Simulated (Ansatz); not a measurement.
**Ti under changes of volume**

One of the cells (17.636 Å³/atom); the others are scaled copies at fixed shape and fractional positions:

```
CELL_PARAMETERS angstrom
2.95000 0.00000 0.00000
-1.47500 2.55477 0.00000
0.00000 0.00000 4.68000
ATOMIC_POSITIONS crystal
Ti 0.66667 0.33333 0.75000
Ti 0.33333 0.66667 0.25000
```

* Program: Ansatz 0.2.0
* Functional: B88-PBE
* Potentials or basis: all-electron LAPW, scalar-relativistic
* Cutoff: 220 eV (chosen from the basis error)
* Basis error allowed: 0.001 eV/atom
* k mesh: 8 × 8 × 4
* Occupations: cold, width 0.05 eV
* Spin: non-collinear spin, ferromagnetic start
* Starting moments: [[1.0, 0.0, 0.0], [1.0, 0.0, 0.0]] μB

```csv
volume (Å³/atom),energy over the lowest point (meV/atom),pressure (GPa)
16.577,11.46,5.2
16.930,2.89,2.6
17.283,0.00,0.1
17.636,2.19,-2.1
17.988,8.95,-4.0
18.341,19.83,-5.8
18.694,?,?
```

Task: What does the run at 18.694 Å³/atom give?

Result: Energy over the lowest point 34.47 meV/atom; pressure -7.5 GPa.

Worked out: A Birch-Murnaghan fit of order 3 (a polynomial in V^(-2/3)) to the other rows has its minimum at 17.30 Å³/atom with B0 = V·E''(V) = 113 GPa and B' = 4.2 at fixed shape and positions, which overstates the stiffness. It gives 34.42 meV/atom at 18.694 Å³/atom, against the run's 34.47, and -dE/dV = -7.4 GPa, against -7.5.

Energies are extrapolated to zero smearing.

Caveats: the program listed the state as in doubt; the k mesh is thin for a metal, which can move the energy by tens of meV per atom; the starting moments weren't kept.
